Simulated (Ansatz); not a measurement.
The system is BaS.

```
Ba S
1.0
     0.00000    3.19375    3.19375
     3.19375    0.00000    3.19375
     3.19375    3.19375    0.00000
Ba S
1 1
Direct
  0.00000 0.00000 0.00000
  0.50000 0.50000 0.50000
```

Base run:

| Quantity | Value |
| --- | --- |
| Program | Ansatz 0.2.0 |
| Functional | PBEsol |
| Potentials or basis | all-electron LAPW, relativistic spinors |
| Cutoff | 137 eV (chosen from the basis error) |
| Basis error allowed | 0.001 eV/atom |
| k mesh | 5 × 5 × 5 |
| Occupations | fermi-dirac, width 0.05 eV |
| Spin | spin-orbit coupling, no magnetisation |

Its results: band gap on the k mesh 2.15 eV, indirect (least direct gap 2.24 eV); pressure -1.2 GPa.

Question: The run is repeated on the same cell with these changes: functional from PBEsol to PBE. What comes out?

Answer: Band gap on the k mesh 2.27 eV, indirect (least direct gap 2.36 eV); pressure 0.8 GPa.

PBE binds less tightly than PBEsol, so the same cell stands under more pressure.

Caveats: the mesh misses the band edges, which the band path finds closer together.
